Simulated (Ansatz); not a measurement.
# CsPbCl3 (model cell, started as cubic perovskite with Pb in the octahedra): following an unstable mode, part 3 of 3

Wanted: the energy along a soft mode of CsPbCl3 (model cell, started as cubic perovskite with Pb in the octahedra) and the structure at the end.

Ansatz 0.2.0; DFT PBE, scalar-relativistic, plane waves, PAW; PAW set soft_1.

So far. Step 5 (Energy along the mode, all amplitudes (two of the runs …): The lowest of the steps tried is the last one, at 0.6 Å, 7.67 meV/atom below the parent; the bottom of the well need not coincide with a step. Step 7 (The new phase in its own primitive cell): The largest force component left is 0.55 meV/Å and the pressure is -0.003 GPa, within the tolerances set. The cell now holds 36.82 Å³/atom. The relaxed cell has a = 7.967, c = 5.801 Å (conventional setting).

## 8. Modes of the new phase, k-mesh 4×4×6

A relaxed structure may still be a saddle point, so its zone-centre modes are computed. The response to a homogeneous field gives the Born charges and the dielectric tensor.

Input file input.yaml:

```yaml
crystal:
  lattice:
    - [7.9666799588, 0.0, 0.0]
    - [0.0, 7.9666799588, 0.0]
    - [0.0, 0.0, 5.8008351504]
  atoms:
    - { symbol: Cs, position: [0.5, 0.0, 0.0] }
    - { symbol: Cs, position: [0.0, 0.5, 0.0] }
    - { symbol: Pb, position: [0.0, 0.0, 0.5] }
    - { symbol: Pb, position: [0.5, 0.5, 0.5] }
    - { symbol: Cl, position: [0.3085991249, 0.8085991249, 0.5] }
    - { symbol: Cl, position: [0.6914008751, 0.1914008751, 0.5] }
    - { symbol: Cl, position: [0.1914008751, 0.3085991249, 0.5] }
    - { symbol: Cl, position: [0.8085991249, 0.6914008751, 0.5] }
    - { symbol: Cl, position: [0.0, 0.0, 0.0] }
    - { symbol: Cl, position: [0.5, 0.5, 0.0] }
kpoints:
  mp_grid: { grid: [4, 4, 6] }
hamiltonian:
  xc: pbe
  pseudopotentials: { kind: paw, azcp: { folder: soft_1 } }
scf:
  occupations: { method: fixed }
output:
  eigenvalues: true
phonons:
  method: dfpt
  dielectric: true
  rigid_motions: translations
```

Launch:

```bash
$ ansatz run input.yaml --threads 8 --pin off --max-ram 16384MiB --backend cpu --events-out ev --progress --plain --runs-dir out
```

Numbers of over 12 decimals in the logs are rounded to 6 here.

Output:

```text
[...]
Crystal: 10 atoms, lattice volume = 368.167 Å³
Basis set: ecut = 420 eV, 7211 PW (Γ), exchange–correlation on 108×108×80 points (8 copies of the dense FFT grid, shifted against one another)
Bands: 54, of which v1, the nominal top of the filled ones, is band 44 counted from 1 (43 counted from 0)
Symmetry: 16 space group operations
k-points: 52 of 96 (irreducible under 1 space group operation, time reversal used)
[...]
SCF iter   1: F=—  HF=-41654.194245 eV  |F-HF|=—  |Δ(HF+E_count)|=         —  Δρ=2.30e-2  dr2=4.72e0  ethr=3.10e-3  ⟨swp⟩=5.7  Hψ=10420  notcnv=0  defer=361
[...]
SCF iter  11: F=-41651.915987 eV  HF=-41651.915987 eV  |F-HF|=4.37e-11  |Δ(HF+E_count)|=  2.18e-11  Δρ=8.35e-8  dr2=3.79e-11  ethr=1.00e-12  ⟨swp⟩=22.6  Hψ=23848  notcnv=0
SCF 1 converged in 11 iterations: F = -41651.915987 eV  dr2 = 3.79e-11
[...]
DFPT response loops at Γ: preconditioner auto → Resta (q_TF=auto, 2.149 Å⁻¹)  ε∞=5.0 (no band partly filled); β = 1.00, the filter's whole step (`scf.mixing.beta` (0.50) is not read by the response loops at its default; to damp them type it under 1.00, their step now; it binds the ground state too); Broyden in place of MSR1
── the response to a field inside a basis, on 6×6×8 k-points: an SCF that follows is theirs, and a resumed run solves both again ──
Bands: 45, of which v1, the nominal top of the filled ones, is band 44 counted from 1 (43 counted from 0)
k-points: 24 of 288
[...]
Eigensolver: Dense (24 Hₖ)
SCF iter   1: F=—  HF=-41651.472922 eV  |F-HF|=—  |Δ(HF+E_count)|=         —  Δρ=4.02e-4  dr2=2.21e-4  ethr=1.00e-1
[...]
SCF iter   5: F=-41651.473024 eV  HF=-41651.473024 eV  |F-HF|=7.14e-9  |Δ(HF+E_count)|=   2.95e-7  Δρ=1.33e-6  dr2=1.33e-8  ethr=2.35e-10
SCF 1 converged in 5 iterations: F = -41651.473024 eV  dr2 = 1.33e-8
[...]
WARN: field response: ε∞ stands inside a basis, on 6×6×8 points; the force constants stand on the 4×4×6 k-mesh, whose period is 12.90 times the interband length at k = (0.0000, 0.0000, -0.5000), direct gap 2.393 eV, under 14: take them and everything formed from them as unconverged, and compare with a denser kpoints.mp_grid
SCF converged after 11 iterations
Free energy (F): -41651.915987 eV
[...]
Internal energy: -41651.915987 eV  (E = F + TS)
E sigma→0 (E₀):  -41651.915987 eV
Fermi energy:    3.034655 eV
[...]
--- Band table (eV; the first three rows and the last of 52) ---
  k-point 0: bands = [... 40 lower, 1.3355, 1.3355, 1.4347, 2.4133, 6.0657, 6.0657, 7.2190, 8.0996, ... 6 higher]
  k-point 1: bands = [... 40 lower, 1.3208, 1.3208, 1.5130, 2.4759, 5.9457, 5.9457, 7.3717, 7.4573, ... 6 higher]
  k-point 2: bands = [... 40 lower, 1.4062, 1.4062, 1.6701, 2.7269, 5.7111, 5.7111, 6.1951, 6.8681, ... 6 higher]
  k-point 51: bands = [... 40 lower, 1.4499, 1.4499, 2.3913, 2.3913, 5.8651, 5.8651, 5.9780, 5.9780, ... 6 higher]
--- Phonons (Γ-DFPT): 8 representative perturbations + reference, on 52 of 96 k-points (Σ response iterations 28) ---
  k mesh reduced under 1 symmetry operation, with k and −k counted as one. Each operation leaves every solved perturbation unchanged. A smaller set is not considered because the run solves the response to a homogeneous field
  ASR residual: 1.970e-4 → 0.000e0 eV/Å²; symmetrization residual: 2.415e-5 eV/Å²
  ASR residual per site (eV/Å²): 1.97e-4 1.97e-4 1.37e-4 1.37e-4 4.86e-5 4.86e-5 4.86e-5 4.86e-5 1.63e-4 1.63e-4
  Γ frequencies (cm⁻¹): 0.00 0.00 0.00 7.61 7.61 21.79 30.14 30.14 38.18 43.35 43.35 46.01 53.94 53.94 70.54 71.96 71.96 74.82 75.03 75.47 75.47 88.93 91.57 92.21 92.21 98.80 98.80 110.79 181.97 225.64
  ε∞ (high-frequency dielectric tensor):
        3.561632     0.000000     0.000000
        0.000000     3.561632     0.000000
        0.000000     0.000000     3.755891
  ε⁰ (static dielectric tensor: ions relaxed, cell fixed):
       59.320278     0.000000    -0.000000
        0.000000    59.320278     0.000000
       -0.000000     0.000000    22.638137
  ε⁰ − ε∞ (ionic part):
       55.758646     0.000000    -0.000000
        0.000000    55.758646     0.000000
       -0.000000     0.000000    18.882246
  softest optical mode at Γ: 7.61 cm⁻¹; the repairs (sum rule, projections) moved no ω² at Γ by more than (2.62 cm⁻¹)²
  Born effective charges Z* (e; rows j = field, columns β = displacement):
    site 0:
         1.25426    0.12519    0.00000
         0.12519    1.25426    0.00000
         0.00000    0.00000    1.40080
    site 1:
         1.25426   -0.12519    0.00000
        -0.12519    1.25426    0.00000
         0.00000    0.00000    1.40080
    site 2:
         3.71098    0.37303    0.00000
        -0.37303    3.71098    0.00000
         0.00000    0.00000    3.78516
    site 3:
         3.71098   -0.37303    0.00000
         0.37303    3.71098    0.00000
         0.00000    0.00000    3.78516
    site 4:
        -2.09782    1.29297    0.00000
         1.29297   -2.09782    0.00000
         0.00000    0.00000   -0.79565
    site 5:
        -2.09782    1.29297    0.00000
         1.29297   -2.09782    0.00000
         0.00000    0.00000   -0.79565
    site 6:
        -2.09782   -1.29297    0.00000
        -1.29297   -2.09782    0.00000
         0.00000    0.00000   -0.79565
    site 7:
        -2.09782   -1.29297    0.00000
        -1.29297   -2.09782    0.00000
         0.00000    0.00000   -0.79565
    site 8:
        -0.76961   -0.01732    0.00000
         0.01732   -0.76961    0.00000
         0.00000    0.00000   -3.59466
    site 9:
        -0.76961    0.01732    0.00000
        -0.01732   -0.76961    0.00000
         0.00000    0.00000   -3.59466
  Z* charge neutrality: 3.285e-2 e pre-enforcement
  solved inside a basis spanned on kpoints, on 6×6×8 k-points, its susceptibility summed on 8×8×10: ε∞ is read to err by 1.3e-2, Z* by 4.0e-2 e (field_mesh: kpoints solves on kpoints); Z* is corrected for what the basis lacks
  optical modes at Γ without the LO–TO term, one row a degenerate level:
      ω (cm⁻¹)  modes    IR ((D/Å)²/amu)
          7.61      2             0.7275
[...]
optical modes at Γ + LO–TO along q̂ = [1.0000, 0.0000, 0.0000]:
      ω (cm⁻¹)  modes    IR ((D/Å)²/amu)
[...]
optical modes at Γ + LO–TO along q̂ = [0.0000, 1.0000, 0.0000]:
      ω (cm⁻¹)  modes    IR ((D/Å)²/amu)
[...]
optical modes at Γ + LO–TO along q̂ = [0.0000, 0.0000, 1.0000]:
      ω (cm⁻¹)  modes    IR ((D/Å)²/amu)
[...]
70.54      1             0.0000
         71.96      2             8.7777
         75.03      1             0.0000
         75.47      2             0.0000
         82.41      1             0.0354
         88.93      1             0.0000
         92.21      2            15.4725
         98.80      2            11.9412
        110.79      1             0.0000
        181.97      1             0.0000
        204.08      1            22.3030
        225.64      1             0.0000
```

Elapsed: 4.4 min, on 8 threads of Arm Neoverse V1, shared host; peak memory 4.7 GiB; 34 min of CPU time.

This step gave:

- sum-rule residual before enforcement: 1.97e-4 eV/Å²
- miss of the charge sum rule: 0.03285 e
- estimated error of the dielectric tensor: 0.01341
- estimated error of the Born charges: 0.03955 e
- point group: 4/mmm
- highest optical mode at the zone centre (no LO-TO term): 225.6 cm⁻¹
- lowest optical zone-centre mode: 7.61 cm⁻¹
- mean high-frequency dielectric constant: 3.626
- largest Born charge (third of the trace): 3.736 e
- mean static dielectric constant: 47.09
- top of the zone-centre spectrum with the field: 225.6 cm⁻¹

Without the LO-TO term. Patterns of degenerate modes are one choice out of their space. Modes at Γ, with each element's share of the kinetic energy:

| mode | frequency (cm⁻¹) | symmetry | Cs % | Pb % | Cl % |
| --- | --- | --- | --- | --- | --- |
| 1 | 0.0 | acoustic | 30 | 46 | 24 |
| 2 | 0.0 | acoustic | 30 | 46 | 24 |
| 3 | 0.0 | acoustic | 30 | 46 | 24 |
| 4 | 7.6 | Eu | 83 | 6 | 11 |
| 5 | 7.6 | Eu | 83 | 6 | 11 |
| 6 | 21.8 | B1u | 75 | 0 | 25 |
| 7 | 30.1 | Eu | 54 | 17 | 30 |
| 8 | 30.1 | Eu | 54 | 17 | 30 |
| 9 | 38.2 | A1u | 0 | 92 | 8 |
| 10 | 43.4 | Eu | 6 | 14 | 79 |
| 11 | 43.4 | Eu | 6 | 14 | 79 |
| 12 | 46.0 | A2u | 61 | 38 | 2 |
| 13 | 53.9 | Eu | 8 | 25 | 66 |
| 14 | 53.9 | Eu | 8 | 25 | 66 |
| 15 | 70.5 | A1g | 0 | 0 | 100 |
| 16 | 72.0 | Eu | 15 | 12 | 73 |
| 17 | 72.0 | Eu | 15 | 12 | 73 |
| 18 | 74.8 | A2u | 9 | 13 | 78 |
| 19 | 75.0 | B1u | 25 | 0 | 75 |
| 20 | 75.5 | Eg | 0 | 0 | 100 |
| 21 | 75.5 | Eg | 0 | 0 | 100 |
| 22 | 88.9 | A1u | 0 | 8 | 92 |
| 23 | 91.6 | A2u | 0 | 3 | 97 |
| 24 | 92.2 | Eu | 0 | 19 | 80 |
| 25 | 92.2 | Eu | 0 | 19 | 80 |
| 26 | 98.8 | Eu | 3 | 60 | 37 |
| 27 | 98.8 | Eu | 3 | 60 | 37 |
| 28 | 110.8 | B2g | 0 | 0 | 100 |
| 29 | 182.0 | B1g | 0 | 0 | 100 |
| 30 | 225.6 | A2g | 0 | 0 | 100 |

Displacements in mode 6 (21.8 cm⁻¹), the largest set to 1:
```
Cs1  0.00  0.00 -1.00
Cs2  0.00  0.00  1.00
Pb3  0.00  0.00  0.00
Pb4  0.00  0.00  0.00
Cl5  0.00  0.00 -0.80
Cl6  0.00  0.00 -0.80
Cl7  0.00  0.00  0.80
Cl8  0.00  0.00  0.80
Cl9  0.00  0.00  0.00
Cl10 0.00  0.00  0.00
```

Displacements in mode 20 (75.5 cm⁻¹), the largest set to 1:
```
Cs1  0.00  0.00  0.00
Cs2  0.00  0.00  0.00
Pb3  0.00  0.00  0.00
Pb4  0.00  0.00  0.00
Cl5  0.00  0.00  1.00
Cl6  0.00  0.00 -1.00
Cl7  0.00  0.00  0.03
Cl8  0.00  0.00 -0.03
Cl9  0.00  0.00  0.00
Cl10 0.00  0.00  0.00
```

Optical modes at the zone centre, without and with the macroscopic field of the longitudinal modes; each column is sorted by frequency, so a row need not hold one and the same mode. Modes with and without the field, by row:

| rank among optical modes | no field (cm⁻¹) | q along (1, 0, 0) (cm⁻¹) | q along (0, 0, 1) (cm⁻¹) |
| --- | --- | --- | --- |
| 1 | 7.6 | 7.6 | 7.6 |
| 2 | 7.6 | 12.1 | 7.6 |
| 3 | 21.8 | 21.8 | 21.8 |
| 4 | 30.1 | 30.1 | 30.1 |
| 5 | 30.1 | 31.9 | 30.1 |
| 6 | 38.2 | 38.2 | 38.2 |
| 7 | 43.4 | 43.4 | 43.4 |
| 8 | 43.4 | 43.9 | 43.4 |
| 9 | 46 | 46 | 46 |
| 10 | 53.9 | 53.9 | 53.9 |
| 11 | 53.9 | 56.1 | 53.9 |
| 12 | 70.5 | 70.5 | 70.5 |
| 13 | 72 | 72 | 72 |
| 14 | 72 | 74.8 | 72 |
| 15 | 74.8 | 75 | 75 |
| 16 | 75 | 75.5 | 75.5 |
| 17 | 75.5 | 75.5 | 75.5 |
| 18 | 75.5 | 78 | 82.4 |
| 19 | 88.9 | 88.9 | 88.9 |
| 20 | 91.6 | 91.6 | 92.2 |
| 21 | 92.2 | 92.2 | 92.2 |
| 22 | 92.2 | 96.1 | 98.8 |
| 23 | 98.8 | 98.8 | 98.8 |
| 24 | 98.8 | 110.8 | 110.8 |
| 25 | 110.8 | 182 | 182 |
| 26 | 182 | 201.3 | 204.1 |
| 27 | 225.6 | 225.6 | 225.6 |

Born charge (rows field, columns displacement) (e), principal values of the symmetric part by kind of site:

| atom | atoms with these values | low | middle | high | mean |
| --- | --- | --- | --- | --- | --- |
| Cs1 | 2 | 1.13 | 1.38 | 1.40 | 1.30 |
| Pb3 | 2 | 3.71 | 3.71 | 3.79 | 3.74 |
| Cl5 | 4 | -3.39 | -0.80 | -0.80 | -1.66 |
| Cl9 | 2 | -3.59 | -0.77 | -0.77 | -1.71 |

In full for Pb3:

```
 3.71  0.37  0.00
-0.37  3.71  0.00
 0.00  0.00  3.79
```

High-frequency dielectric tensor:

```
3.56 0.00 0.00
0.00 3.56 0.00
0.00 0.00 3.76
```

Static dielectric tensor (ions relaxed, fixed cell):

```
59.32  0.00  0.00
 0.00 59.32  0.00
 0.00  0.00 22.64
```

Transverse modes. Lines of the infrared spectrum (strongest = 100):

| position (cm⁻¹) | lines merged | relative intensity |
| --- | --- | --- |
| 8 | 1 | 2.6 |
| 22 | 1 | 0.0 |
| 30 | 1 | 3.0 |
| 38 | 1 | 0.0 |
| 43 | 1 | 1.6 |
| 46 | 1 | 0.0 |
| 54 | 1 | 8.1 |
| 70 | 1 | 0.0 |
| 72 | 1 | 32 |
| 75 | 2 | 36 |
| 76 | 1 | 0.0 |
| 89 | 1 | 0.0 |
| 92 | 2 | 100 |
| 99 | 1 | 43 |
| 111 | 1 | 0.0 |
| 182 | 1 | 0.0 |
| 226 | 1 | 0.0 |

Before it was imposed, the acoustic sum rule was missed by 2.0e-4 eV/Å² and the charge sum rule by 0.033 e. The charge miss is large and points to the mesh or the basis. The lowest optical mode is real, 7.6 cm⁻¹.

The log warns of the k mesh: “the force constants stand on the 4×4×6 k-mesh, whose period is 12.90 times the interband length at k = (0.0000, 0.0000, -0.5000), direct gap 2.393 eV, under 14: take them and everything formed from them as unconverged”.

## 9. The phases reached

The phases reached along the modes that were followed are set side by side.

Energies are those of the first relaxation, on the mesh of the frozen mode; space group, volume and gap are those of the last relaxation. Phases, by row:

| mode frozen in | space group | energy from parent (meV/atom) | volume (Å³/atom) | gap on mesh (eV) | lowest zone-centre optical mode (cm⁻¹) | largest shift (Å) |
| --- | --- | --- | --- | --- | --- | --- |
| parent | Pm-3m | 0 | 37.73 | 2.219 | – | – |
| q = (-0.5, -0.5, -0.5), 44i cm⁻¹ | I4/mcm | -10.79 | 36.8 | 2.398 | -15.6 | 0.663 |
| q = (-0.5, -0.5, -0.5), 44i cm⁻¹ | R-3c | -9.68 | 36.99 | 2.459 | -19.8 | 0.508 |
| q = (-0.5, -0.5, -0.5), 44i cm⁻¹ | Imma | -10.79 | 36.93 | 2.515 | 1.3 | 0.629 |
| q = (0, -0.5, -0.5), 43i cm⁻¹ | P4/mbm | -10.46 | 36.82 | 2.393 | 7.6 | 0.66 |

## 10. Outcome

```
unstable mode of the parent                                                      : q = (0, -0.5, -0.5), 43i cm⁻¹
depth at the lowest point sampled                                                : 7.67 meV/atom
largest atomic shift at that point                                               : 0.6 Å
space group reached (within 0.01 Å)                                              : P4/mbm
energy gained over the parent (first relaxation, on the mesh of the frozen mode) : 10.5 meV/atom
volume per atom, phase reached                                                   : 36.8 Å³
gap on the k-mesh, phase reached                                                 : 2.39 eV
lowest optical zone-centre mode, phase reached                                   : 7.6 cm⁻¹
highest optical mode at the zone centre (no LO-TO term), phase reached           : 226 cm⁻¹
```

In words: Along this mode the structure falls into P4/mbm, 10.5 meV/atom below the parent. At the parent's cell the well is 7.674 meV/atom deep on the steps tried, with its lowest point at a shift of 0.6 Å. That is the last step tried, so the steps alone don't bracket the bottom of the well. Relaxing atoms and cell changes the gain by +2.79 meV/atom against the lowest step (energies at zero smearing). The new phase has no imaginary mode at the zone centre of its cell; other wavevectors were not checked. Of the 4 patterns followed to their end from this parent, this one ends 0.329 meV/atom above the lowest, I4/mcm. Another end point lies within 1 meV/atom; how such a difference moves with mesh and cutoff was not tested. Each path keeps the symmetry of its pattern, so a lower phase may lie along a pattern not tried. With the field response the log warns that the k mesh is coarse for the force constants too, so the frequencies may not be converged. An optical mode within 15 cm⁻¹ of zero is at the mercy of small errors in the force constants, and even its sign is uncertain. Spin-orbit coupling is left out, which can matter for the heavy elements here. The starting cell was built on a prototype and not taken from a measurement, so the phase need not exist.

[Logs are printed without paths, hosts, clocks, repeated set-up lines and the standing remarks that a program may print on its own settings, such as how far it seeks lower states.]

[Hosts, paths, dates, database ids (printed as entryN), source tags and the programs' standing remarks are cut or masked in the printed files.]
